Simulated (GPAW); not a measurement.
# PtSe2 (Sudovikovite) (P-3m1) in GPAW: further runs

Runs on PtSe2 (Sudovikovite). Level: PBEsol. Tasks: single point.

Everything below comes from runs of GPAW 26.7.0. Logs are shortened: lines on timing, memory, paths and dates and some standing lists are left out, and cuts for length are marked. The log counts tension as positive stress, the text compression.

### 1 Starting point

It takes space group P-3m1 (No. 164, trigonal). Conventional cell: a = 3.575 Å, b = 3.575 Å, c = 5.062 Å, α = 90.00°, β = 90.00°, γ = 120.00°. Pt (site symmetry -3m) has 6 Se at 2.42 Å as nearest neighbours. Se (site symmetry 3m) is surrounded by 3 Pt at 2.42 Å.

### 2 Single point, PBEsol, 18.68 Å³/atom

run.py reads:

```python
from ase import Atoms
from ase.dft.bandgap import bandgap
from ase.io import write
from ase.units import GPa
from gpaw import GPAW, PW, setup_paths

setup_paths.insert(0, '.')

atoms = Atoms(['Pt', 'Se', 'Se'],
              cell=[[3.57504, 0.0, 0.0],
                    [-1.78752, 3.0960754596, 0.0],
                    [0.0, 0.0, 5.062]],
              scaled_positions=[[0.0, 0.0, 0.0],
                                [0.6666666667, 0.3333333333, 0.75],
                                [0.3333333333, 0.6666666667, 0.25]],
              pbc=True)

calc = GPAW(mode=PW(600),
            xc='PBEsol',
            kpts={'size': (8, 8, 5), 'gamma': True},
            occupations={'name': 'fermi-dirac', 'width': 0.05},
            nbands=26,
            convergence={'density': 1e-05, 'energy': 1e-05},
            maxiter=150,
            txt='gpaw.txt')
atoms.calc = calc
energy = atoms.get_potential_energy()
forces = atoms.get_forces()
stress = atoms.get_stress()
calc.write('gs.gpw')
write('result.traj', atoms)
print(f'Energy: {energy:.6f} eV')
print('Forces (eV/A):')
print(forces.round(4))
print('Stress (GPa):', (stress / GPa).round(3))
print('Fermi level:', round(calc.get_fermi_level(), 4), 'eV')
print(f'Gap: {bandgap(calc)[0]:.4f} eV, direct: {bandgap(calc, direct=True)[0]:.4f} eV')
```

Potentials or basis: PAW data sets generated in the run's folder for this functional, pw.

The run is started by

```
$ gpaw-setup -f PBEsol Pt Se
$ OMP_NUM_THREADS=1 python run.py
```

gpaw.txt:

```text
__  _  _
 | _ |_)|_||  |
 |__||  | ||/\| - 26.7.0

Input parameters:
  mode=PW(ecut=600.0),
  convergence={'density': 1e-05, 'energy': 1e-05},
  kpts=MonkhorstPack(size=(8, 8, 5), gamma=True),
  maxiter=150,
  nbands=26,
  occupations=Occupations(name='fermi-dirac', width=0.05),
  xc=XC(name='PBEsol')

Diagonalizing LCAO Hamiltonian
Converting LCAO to pw mode

            Se

         Se

       Pt

Atoms  # Å, Bohr magnetons
|   | symbol |         x |        y |        z |    initial magnetic moments |
|---|--------|-----------|----------|----------|-----------------------------|
| 0 |     Pt |  0.000000 | 0.000000 | 0.000000 | ( 0.0000,  0.0000,  0.0000) |
| 1 |     Se |  1.787520 | 1.032025 | 3.796500 | ( 0.0000,  0.0000,  0.0000) |
| 2 |     Se | -0.000000 | 2.064050 | 1.265500 | ( 0.0000,  0.0000,  0.0000) |

Unit cell  # Å
| periodic |         x |        y |        z |  lengths |     angles |
|----------|-----------|----------|----------|----------|------------|
|      yes |  3.575040 | 0.000000 | 0.000000 | 3.575040 |  90.000000 |
|      yes | -1.787520 | 3.096075 | 0.000000 | 3.575040 |  90.000000 |
|      yes |  0.000000 | 0.000000 | 5.062000 | 5.062000 | 120.000000 |

Number of symmetries: 12
Symmetry operations  # r_c * U_cc + t_c -> r_c
|    | kind |            matrix            |
|----|------|------------------------------|
|  0 |  σ   |  1, 1, 0,  0,-1, 0,  0, 0, 1 |
|  1 |  S6  |  1, 1, 0, -1, 0, 0,  0, 0,-1 |
|  2 |  E   |  1, 0, 0,  0, 1, 0,  0, 0, 1 |
|  3 |  C2  |  1, 0, 0, -1,-1, 0,  0, 0,-1 |
|  4 |  C2  |  0, 1, 0,  1, 0, 0,  0, 0,-1 |
|  5 |  C3  |  0, 1, 0, -1,-1, 0,  0, 0, 1 |
|  6 |  S6  |  0,-1, 0,  1, 1, 0,  0, 0,-1 |
|  7 |  σ   |  0,-1, 0, -1, 0, 0,  0, 0, 1 |
|  8 |  σ   | -1, 0, 0,  1, 1, 0,  0, 0, 1 |
|  9 |  i   | -1, 0, 0,  0,-1, 0,  0, 0,-1 |
| 10 |  C3  | -1,-1, 0,  1, 0, 0,  0, 0, 1 |
| 11 |  C2  | -1,-1, 0,  0, 1, 0,  0, 0,-1 |

BZ-sampling:
  Number of BZ points: 320
  Number of IBZ points: 40

  Monkhorst-Pack size: [8, 8, 5]
  Monkhorst-Pack shift: [0.0625, 0.0625, 0.0]

K-points  # in reciprocal-cell coordinates
|     |                                coordinates |     weight |
|-----|--------------------------------------------|------------|
|   0 | (  0.00000000,   0.00000000,   0.00000000) | 0.00312500 |
|   1 | (  0.00000000,   0.00000000,   0.20000000) | 0.00625000 |
|   2 | (  0.00000000,   0.00000000,   0.40000000) | 0.00625000 |
|   3 | (  0.12500000,   0.00000000,  -0.40000000) | 0.01875000 |
|   4 | (  0.12500000,   0.00000000,  -0.20000000) | 0.01875000 |
|   5 | (  0.12500000,   0.00000000,   0.00000000) | 0.01875000 |
|   6 | (  0.12500000,   0.00000000,   0.20000000) | 0.01875000 |
|   7 | (  0.12500000,   0.00000000,   0.40000000) | 0.01875000 |
|   8 | (  0.25000000,  -0.12500000,   0.00000000) | 0.01875000 |
|   9 | (  0.25000000,  -0.12500000,   0.20000000) | 0.03750000 |
| ... |                                            |            |
|  39 | (  0.50000000,   0.50000000,   0.40000000) | 0.01875000 |

Plane wave coefficients: 1893
Cutoff: 600.0 eV

Spin-components: 1 (collinear spins)
Bands:           26
Projectors:      16
Spin-degeneracy: 2
Datatype:        complex128

Parallelization:
  kpt:    1
  domain: 1
  band:   1

Density:
  Valence electrons: 28.0
  Components: 1
  Grid points: [21 21 30]
  Charge: 0.0  # |e|

Potential:
  Grid points: [21 21 30]

species:
  Pt:
    name:    Platinum
    Z:       78.0
    valence: 16
    core:    62
    charge:  0.0  # [|e|]
    compensation charges:
      type: gauss
      rc: 0.41  # [Å]
      lmax: 2
    cutoffs:
      filter: 2.26  # [Å]
      core: 2.26  # [Å]
    projectors
    | kind |    occ | energy [eV] | rcut [Å] |
    |------|--------|-------------|----------|
    |   6s |  1.000 |      -5.666 |    1.307 |
    |   5p |  6.000 |     -56.073 |    1.371 |
    |   6p |  0.000 |      -0.783 |    1.371 |
    |   5d |  9.000 |      -6.179 |    1.307 |
    |    s |        |      21.545 |    1.307 |
    |    d |        |      21.032 |    1.307 |

    Using partial waves for Pt as LCAO basis

  Se:
    name:    Selenium
    Z:       34.0
    valence: 6
    core:    28
    charge:  0.0  # [|e|]
    compensation charges:
      type: gauss
      rc: 0.27  # [Å]
      lmax: 2
    cutoffs:
      filter: 1.77  # [Å]
      core: 2.67  # [Å]
    projectors
    | kind |    occ | energy [eV] | rcut [Å] |
    |------|--------|-------------|----------|
    |   4s |  2.000 |     -17.281 |    0.847 |
    |   4p |  4.000 |      -6.511 |    1.005 |
    |    s |        |       9.930 |    0.847 |
    |    p |        |      20.700 |    1.005 |
    |    d |        |       0.000 |    0.847 |

    Using partial waves for Se as LCAO basis

Reference energy: -632352.254211  # eV

eigensolver:
  PPCG
  Converge bands: occupied
  niter=2

density mixing:
  MSR1-Mixer
  Pratt-step length: 0.05
  Maximum mixing coefficient: 0.75
  Old densities: 10
  SVD Regularization: 0.005
  Good broyden scale: 1.0
  Trust region scale: 1.0
  Backstep threshold: 4.0
  History deletion threshold: 6.0
  Fourier metric: weight=20.0, sigma=0.015

occupation numbers:
  Fermi-Dirac:
    width: 0.0500  # eV

poisson solver:
  ecut: 4800.0  # eV

xc functional:
  name: PBEsol with 2 nearest neighbor stencil

convergence criteria:
- Maximum integral of absolute [dens]ity change: 1e-05 electrons / valence electron
- Maximum [total energy] change in last 3 cyles: 1e-05 eV / valence electron
- Maximum integral of absolute [eigenst]ate change: 4e-08 eV^2 / valence electron
maximum number of iterations: 150

SCF iterations
|iter     | |      energy | eigst |  dens |
|---------|-|-------------|-------|-------|
|iter:   1| |  -16.848624 | +0.22 |       |
|iter:   2| |  -16.509617 | -2.06 | -1.13 |
|iter:   3| |  -15.894629 | -1.84 | -1.19 |
|iter:   4| |  -15.859711 | -3.25 | -1.62 |
|iter:   5| |  -15.843652 | -3.45 | -1.90 |
|iter:   6| |  -15.843458 | -4.58 | -2.71 |
|iter:   7| |  -15.843527c| -4.99 | -3.22 |
|iter:   8| |  -15.843534c| -6.64 | -4.03 |
|iter:   9| |  -15.843536c| -7.45c| -4.46 |
|iter:  10| |  -15.843536c| -8.11c| -4.86 |
|iter:  11| |  -15.843536c| -9.15c| -5.87c|

Converged in 11 steps
Energy contributions relative to reference atoms: (reference = -632352.254211)

Energy contributions:
  Kinetic:          30.638294
  Coulomb:         -28.056435
  Zero:             -0.581022
  External:          0.000000
  Xc:              -17.841617
  Entropy:          -0.005511
  Spinorbit:         0.000000
  ----------------------------
  Free energy:     -15.846292
  Extrapolated:    -15.843536

dipole moment: (-6.186814, -10.715877, -17.520170)  # |e|*Ang

Fermi level: 9.595
Eigenvalues  # (at kpt = [0.000, 0.000, 0.000])
| band index |      eig [eV] | occ [0-2] |
|------------|---------------|-----------|
|          0 |       -44.745 |     2.000 |
|        ... |               |           |
|          5 |         1.480 |     2.000 |
|          6 |         2.403 |     2.000 |
|          7 |         2.403 |     2.000 |
|          8 |         4.958 |     2.000 |
|          9 |         4.958 |     2.000 |
|         10 |         6.565 |     2.000 |
[... 8 lines left out ...]
|         19 |        16.950 |     0.000 |
|         20 |        21.866 |     0.000 |
|        ... |               |           |
|         25 |        22.475 |     0.000 |

No gap
No difference between direct/indirect transitions

Forces  # eV/Ang
|        x |        y |        z |
|----------|----------|----------|
|  0.00000 |  0.00000 |  0.00000 |  # Pt   0
|  0.00000 |  0.00000 | -1.50307 |  # Se   1
| -0.00000 | -0.00000 |  1.50307 |  # Se   2

Stress tensor  # eV/Ang^3
|         x |         y |         z |
|-----------|-----------|-----------|
| -0.127265 |  0.000000 |  0.000000 |
|  0.000000 | -0.127265 |  0.000000 |
|  0.000000 |  0.000000 | -0.073209 |

# Writing to gs.gpw (mode='')
```

Run time: 42 s. Hardware: 1 thread of Arm Neoverse V2, shared host; peak memory 0.19 GiB.

What came out:

```
Free energy            : -15.8463 eV
Pressure               : 17.5 GPa
Largest force          : 1.503 eV/Å
Band gap on the k mesh : none (metal or under the smearing width)
```

Caveat: the density grid can change from cell to cell, which puts small steps into energies and stress; forces of over 1 eV/Å show positions far from the minimum, so gaps and moduli don't describe the material at rest.

### 3 Single point, PBEsol, 19.46 Å³/atom

Changes to run.py since step 2:

```diff
@@ -9,4 +9,4 @@
 atoms = Atoms(['Pt', 'Se', 'Se'],
-              cell=[[3.57504, 0.0, 0.0],
-                    [-1.78752, 3.0960754596, 0.0],
+              cell=[[3.64952, 0.0, 0.0],
+                    [-1.82476, 3.1605770316, 0.0],
                     [0.0, 0.0, 5.062]],
```

Potentials or basis: PAW data sets generated in the run's folder for this functional, pw.

The run is started by

```
$ gpaw-setup -f PBEsol Pt Se
$ OMP_NUM_THREADS=1 python run.py
```

Wall time 42 s (1 thread of Arm Neoverse V2, shared host); peak memory 0.19 GiB.

The run converged. Its results:

* Free energy: -16.0722 eV
* Pressure: 9.0 GPa
* Largest force: 0.880 eV/Å
* Band gap on the k mesh: none (metal or under the smearing width)

Caveat: the density grid can change from cell to cell, which puts small steps into energies and stress.
